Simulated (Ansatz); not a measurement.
SnO2 (Cassiterite):

```xyz
6
Lattice="4.7380 0.0000 0.0000 0.0000 4.7380 0.0000 0.0000 0.0000 3.1865" Properties=species:S:1:pos:R:3 pbc="T T T"
Sn    2.3690    2.3690    1.5933
Sn    0.0000    0.0000    0.0000
O     3.8240    0.9140    1.5933
O     3.2830    3.2830    0.0000
O     0.9140    3.8240    1.5933
O     1.4550    1.4550    0.0000
```

* Program: Ansatz 0.2.0
* Task: relaxation of cell and atoms
* Functional: PBE
* Potentials or basis: SPMS NC
* Cutoff: 1034 eV (not typed: the program's choice for these potentials)
* k mesh: 6 × 6 × 8
* Occupations: fermi-dirac, width 0.05 eV
* Spin: no spin polarisation

At the start: volume 11.92 Å³/atom.

**Question.** How do energy, volume and symmetry change on relaxing?

**Answer.** It ends after 7 steps and the volume is 12.55 Å³/atom (+5.3 %); space group P4_2/mnm (No. 136, to 0.05 Å).

Step by step:
```
step  energy change (eV)  largest force (eV/Å)  volume (Å³)
   1              0.0000                0.2541        71.53
   2             -0.1047                0.0184        74.92
   3             -0.1047                0.0379        75.15
   4             -0.1050                0.0006        75.16
   5             -0.1176                0.0003        75.16
   6             -0.1174                0.0005        75.30
   7             -0.1178                0.0005        75.30
```

Final structure:
```
Sn O
1.0
     4.82231    0.00000    0.00000
     0.00000    4.82231    0.00000
     0.00000    0.00000    3.23791
Sn O
2 4
Direct
  0.50000 0.50000 0.50000
  0.00000 0.00000 0.00000
  0.80667 0.19333 0.50000
  0.69333 0.69333 0.00000
  0.19333 0.80667 0.50000
  0.30667 0.30667 0.00000
```

Caveat: the plane-wave basis is chosen anew once the cell has moved, so the energies of steps on either side of that aren't comparable; the pressure holds a Pulay correction of +0.4 GPa for the finite cutoff.
